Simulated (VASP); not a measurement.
# InSe in VASP: single point with PBE

Aim: the single point of InSe with PBE.

Program: VASP 6.6.1. These are calculated values, not measurements. Logs are shortened: lines on timing, memory, paths and dates and some standing lists are left out, and cuts for length are marked.

## (1) The slab as given

The cell holds a slab with vacuum, 2 atoms: a = 4.050 Å, b = 4.050 Å, c = 15.931 Å, α = 90.00°, β = 90.00°, γ = 120.00°.

## (2) Single point, PBE

INCAR

```
SYSTEM = InSe
ALGO     = Normal         ! electronic algorithm
DIPOL    = 0.5 0.5 0.500
EDIFF    = 1E-7           ! SCF threshold, eV
ENCUT    = 400            ! plane-wave cutoff, eV
GGA      = PE             ! functional
IDIPOL   = 3            
ISIF     = 2              ! what is computed and relaxed
ISMEAR   = 0              ! smearing method
LASPH    = .True.         ! aspherical terms in the spheres
LCHARG   = .False.        ! write CHGCAR
LDIPOL   = .True.       
LREAL    = .False.        ! projectors in reciprocal space
LVACPOTAV= .True.       
LVHAR    = .True.       
LWAVE    = .False.        ! write WAVECAR
NBANDS   = 20             ! bands
NELM     = 120            ! most SCF steps
PREC     = Accurate       ! precision mode
SIGMA    = 0.05           ! smearing width, eV
```

KPOINTS

```
k-points
0
Gamma
  8 8 1
  0 0 0
```

POSCAR

```
InSe
1.0
    4.0500000000      0.0000000000      0.0000000000
   -2.0250000000      3.5074028900      0.0000000000
    0.0000000000      0.0000000000     15.9311500000
In Se
1 1
Direct
    0.3333333333      0.6666666667      0.4707758071
    0.6666666667      0.3333333333      0.5292241929
```

Potentials or basis: VASP PAW PBE potentials, release 64 (In_d, Se).

On the command line:

```console
> cat potpaw_PBE.64/In_d/POTCAR potpaw_PBE.64/Se/POTCAR > POTCAR
> mpirun -np 1 vasp_std > vasp.out
```

OUTCAR:

```text
SYSTEM = InSe
   EDIFF = 1E-7
   ENCUT = 400
   GGA = PE
   ISIF = 2
   ISMEAR = 0
   LASPH = .True.
   LREAL = .False.
   NELM = 120
   PREC = Accurate

 Found     10 irreducible k-points:

 Following reciprocal coordinates:
            Coordinates               Weight
  0.000000  0.000000  0.000000      1.000000
  0.125000 -0.000000  0.000000      6.000000
  0.250000 -0.000000  0.000000      6.000000
  0.375000 -0.000000  0.000000      6.000000
  0.500000 -0.000000  0.000000      3.000000
  0.125000  0.125000  0.000000      6.000000
   k-points           NKPTS =     10   k-points in BZ     NKDIM =     10   number of bands    NBANDS=     20
   number of dos      NEDOS =    301   number of ions     NIONS =      2
   total plane-waves  NPLWV =  84672
   dimension x,y,z NGX =    28 NGY =   28 NGZ =  108
   dimension x,y,z NGXF=    56 NGYF=   56 NGZF=  216
   ions per type =               1   1
   NGX,Y,Z   is equivalent  to a cutoff of  11.49, 11.49, 11.27 a.u.
   NGXF,Y,Z  is equivalent  to a cutoff of  22.99, 22.99, 22.54 a.u.
 SYSTEM =  InSe
   PREC   = accura    normal or accurate (medium, high low for compatibility)
   ISTART =      0    job   : 0-new  1-cont  2-samecut
   ICHARG =      2    charge: 1-file 2-atom 10-const
   ISPIN  =      1    spin polarized calculation?
   LNONCOLLINEAR =      F non collinear calculations
   LSORBIT =      F    spin-orbit coupling
   LASPH  =      T    aspherical Exc in radial PAW
   ENCUT  =  400.0 eV  29.40 Ry    5.42 a.u.   6.60  6.60 25.98*2*pi/ulx,y,z
   NELM   =    120;   NELMIN=  2; NELMDL= -5     # of ELM steps
   EDIFF  = 0.1E-06   stopping-criterion for ELM
   LREAL  =      F    real-space projection
   EDIFFG = 0.1E-05   stopping-criterion for IOM
   NSW    =      0    number of steps for IOM
   IBRION =     -1    ionic relax: 0-MD 1-quasi-New 2-CG
   NFREE  =      0    steps in history (QN), initial steepest desc. (CG)
   ISIF   =      2    stress and relaxation
   ISYM   =      2    0-nonsym 1-usesym 2-fastsym
   POTIM  = 0.5000    time-step for ionic-motion
   TEBEG  =    0.0;   TEEND  =   0.0 temperature during run
   PSTRESS=    0.0 pullay stress
   NELECT =      19.0000    total number of electrons
   NUPDOWN=      -1.0000    fix difference up-down
   EMIN   =  10.00;   EMAX   =-10.00  energy-range for DOS
   EFERMI =   0.00;   METHOD = LEGACY
   ISMEAR =     0;   SIGMA  =   0.05  broadening in eV -4-tet -1-fermi 0-gaus
   EFERMI_NEDOS =   21; number of points for ismear=-14 and -15
   IALGO  =     38    algorithm
   IMIX   =      4    mixing-type and parameters
     AMIX     =   0.40;   BMIX     =  1.00
     AMIX_MAG =   1.60;   BMIX_MAG =  1.00
  volume/ion in A,a.u.               =     113.15       763.58
  Fermi-wavevector in a.u.,A,eV,Ry     =   0.716853  1.354656  6.991737  0.513878
  Thomas-Fermi vector in A             =   1.805381
   LORBIT       =      0    0 simple, 1 ext, 2 COOP (PROOUT), +10 PAW based schemes
   GGA     = PE    functional components
   LHFCALC =     F    Hartree Fock is set to
   AEXX    =    0.0000 exact exchange contribution
   IVDW    =     0    specifies the selected vdW correction
   LEPSILON=     F    determine dielectric tensor
   LRPA    =     F    only Hartree local field effects (RPA)
 non-spin polarized calculation
 Gauss-broadening in eV      SIGMA  =   0.05
  energy-cutoff  :      400.00
  volume of cell :      226.30
 maximum number of plane-waves:      4145
 NGX is ok and might be reduce to    28
   NGX = 13   NGY = 13   NGZ = 51

 number of electron      18.9999996 magnetization

 dipolmoment           0.000000      0.000000      0.038731 electrons x Angstroem

 Free energy of the ion-electron system (eV)
  ---------------------------------------------------
  ext. energy  EPLUGINS =         0.00000000
  ---------------------------------------------------
  free energy    TOTEN  =        -5.67244482 eV

  energy without entropy =       -5.66892575  energy(sigma->0) =       -5.67068529

 E-fermi :  -1.7528     XC(G=0):  -3.0015

 val. band max:       -1.7668133017   @ k =   0.3750   0.2500   0.0000
 cond. band min:      -1.6870221377   @ k =   0.2500   0.2500   0.0000
 fundamental gap:      0.0797911640
 Fermi energy:        -1.7528042774

 k-point     1 :       0.0000    0.0000    0.0000
  band No.  band energies     occupation
      1     -17.2074      2.00000
      2     -16.9790      2.00000
      3     -16.9790      2.00000
      4     -16.7897      2.00000
      5     -16.7897      2.00000
      6     -15.9841      2.00000
[... 12 lines left out ...]
     19       6.4061      0.00000
     20       7.4297      0.00000

 k-point     2 :       0.1250   -0.0000    0.0000
  band No.  band energies     occupation
      1     -17.2893      2.00000
      2     -16.9674      2.00000
      3     -16.9261      2.00000
      4     -16.7960      2.00000
      5     -16.7884      2.00000
      6     -15.8359      2.00000
[... 12 lines left out ...]
     19       6.9292      0.00000
     20       7.0605      0.00000

 k-point     3 :       0.2500   -0.0000    0.0000
  band No.  band energies     occupation
      1     -17.4155      2.00000
      2     -16.9414      2.00000
      3     -16.8632      2.00000
      4     -16.8052      2.00000
      5     -16.7828      2.00000
      6     -15.4567      2.00000
[... 12 lines left out ...]
     19       6.4043      0.00000
     20       6.8540      0.00000

 k-point     4 :       0.3750   -0.0000    0.0000
  band No.  band energies     occupation
      1     -17.5064      2.00000
      2     -16.9197      2.00000
      3     -16.8445      2.00000
      4     -16.7934      2.00000
      5     -16.7723      2.00000
      6     -15.0219      2.00000
[... 12 lines left out ...]
     19       6.3262      0.00000
     20       6.6962      0.00000

 k-point     5 :       0.5000   -0.0000    0.0000
  band No.  band energies     occupation
      1     -17.5388      2.00000
      2     -16.9122      2.00000
      3     -16.8459      2.00000
      4     -16.7823      2.00000
      5     -16.7662      2.00000
      6     -14.8145      2.00000
[... 12 lines left out ...]
     19       5.9509      0.00000
     20       6.7693      0.00000

 k-point     6 :       0.1250    0.1250    0.0000
  band No.  band energies     occupation
      1     -17.3827      2.00000
      2     -16.9508      2.00000
      3     -16.8752      2.00000
      4     -16.8046      2.00000
      5     -16.7847      2.00000
      6     -15.5718      2.00000
[... 12 lines left out ...]
     19       6.1007      0.00000
     20       7.4674      0.00000

 [... further k-points ...]

------------------------ aborting loop because EDIFF is reached ----------------------------------------

  FORCE on cell =-STRESS in cart. coord.  units (eV):
  Direction    XX          YY          ZZ          XY          YZ          ZX
  --------------------------------------------------------------------------------------
  -------------------------------------------------------------------------------------
  Total        4.8404401      4.8404402      1.7070556      0.0000000      0.0000000     -0.0000000
  in kB       34.2694892     34.2694893     12.0856620      0.0000000      0.0000000     -0.0000000
  external PRESSURE =      26.8748801 kB  Pullay stress =       0.0000000 kB

 VOLUME and BASIS-vectors are now :
 -----------------------------------------------------------------------------
  energy-cutoff  :      400.00
  volume of cell :      226.30
      direct lattice vectors                 reciprocal lattice vectors
     4.050000000  0.000000000  0.000000000     0.246913580  0.142555622  0.000000000
    -2.025000000  3.507402890  0.000000000     0.000000000  0.285111244  0.000000000
     0.000000000  0.000000000 15.931150000     0.000000000  0.000000000  0.062770108

 POSITION                                       TOTAL-FORCE (eV/Angst)
 -----------------------------------------------------------------------------------
     -0.00000      2.33827      7.50000        -0.000000      0.000000     -1.858436
      2.02500      1.16913      8.43115         0.000000     -0.000000      1.858436
 -----------------------------------------------------------------------------------
    total drift:                               -0.000000     -0.000000     -0.000836

  FREE ENERGIE OF THE ION-ELECTRON SYSTEM (eV)
  ---------------------------------------------------
  free  energy   TOTEN  =        -5.6724448242 eV

  energy  without entropy=       -5.6689257538  energy(sigma->0) =       -5.67068529

 vacuum level on the upper side and lower side of the slab         2.566         2.073
```

It took 40 s on 1 thread of Intel Xeon Platinum 8559C (Emerald Rapids), shared host; peak memory 0.27 GiB.

These settings aren't checked as converged: the numbers below hold their error.

Results:

```
Free energy                     : -5.6724 eV
Largest force                   : 1.858 eV/Å
Band gap on the k mesh          : none (metal or under the smearing width)
Work function of the upper face : 4.32 eV
Work function of the lower face : 3.83 eV
```
